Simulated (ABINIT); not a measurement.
Crystal: PbSe (Clausthalite).

```
Pb Se
1.0
     0.00000    3.06065    3.06065
     3.06065    0.00000    3.06065
     3.06065    3.06065    0.00000
Pb Se
1 1
Direct
  0.00000 0.00000 0.00000
  0.50000 0.50000 0.50000
```

Base run:

| Property | Result |
| --- | --- |
| Program | ABINIT 10.8.3 (patched build) |
| Functional | HSE06 |
| Potentials or basis | SG15 NC PBE v1.2 |
| Cutoff | 490 eV |
| k mesh | 6 × 6 × 6 |
| Occupations | fixed |
| Spin | no spin polarisation |

Its results: band gap on the k mesh 0.57 eV, direct; pressure 0.5 GPa.

The run is repeated on the same cell with these changes: functional from HSE06 to PBE. What comes out?

Band gap on the k mesh 0.28 eV, direct; pressure 2.4 GPa.

HSE06 gives the wider gap, since exact exchange removes part of the self-interaction.

Caveats: spin-orbit coupling is left out, which as a rule narrows the gap of such compounds by several tenths of an eV; Libxc's HSE differs a little from that of other programs (some runs); the potentials were made for another functional, which shifts forces and pressure (some runs).

A k mesh can miss the band edges.
